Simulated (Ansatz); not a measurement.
CdF2:

```xyz
3
Lattice="0.0000 2.6940 2.6940 2.6940 0.0000 2.6940 2.6940 2.6940 0.0000" Properties=species:S:1:pos:R:3 pbc="T T T"
Cd    0.0000    0.0000    0.0000
F     4.0410    4.0410    4.0410
F     1.3470    1.3470    1.3470
```

| Quantity | Value |
| --- | --- |
| Program | Ansatz 0.2.0 |
| Task | relaxation of cell and atoms |
| Functional | revPBE |
| Dispersion | D3(BJ) |
| Potentials or basis | Ansatz PAW |
| Cutoff | 420 eV (not typed: the program's choice for these potentials) |
| k mesh | 9 × 9 × 9 |
| Occupations | fermi-dirac, width 0.05 eV |
| Spin | no spin polarisation |

At the start: volume 13.03 Å³/atom.

Task: Where does the relaxation end?

Result: It ends after 6 steps and the volume is 13.68 Å³/atom (+5.0 %); space group Fm-3m (No. 225, to 0.05 Å).

The path:
```tsv
step	energy change (eV)	largest force (eV/Å)	volume (Å³)
1	0.0000	0.0000	39.10
2	-0.0207	0.0000	40.81
3	-0.0205	0.0000	40.88
4	-0.0291	0.0000	40.88
5	-0.0287	0.0000	41.04
6	-0.0294	0.0000	41.04
```

Final structure:
```xyz
3
Lattice="0.0000 2.7378 2.7378 2.7378 0.0000 2.7378 2.7378 2.7378 0.0000" Properties=species:S:1:pos:R:3 pbc="T T T"
Cd    0.0000    0.0000    0.0000
F     4.1066    4.1066    4.1066
F     1.3689    1.3689    1.3689
```

Caveat: the plane-wave basis is chosen anew once the cell has moved, so the energies of steps on either side of that aren't comparable; the pressure holds a Pulay correction of +0.6 GPa for the finite cutoff; the PAW data sets come from PBE, with cores solved anew for the run's functional, which leaves a small shift of forces and pressure.
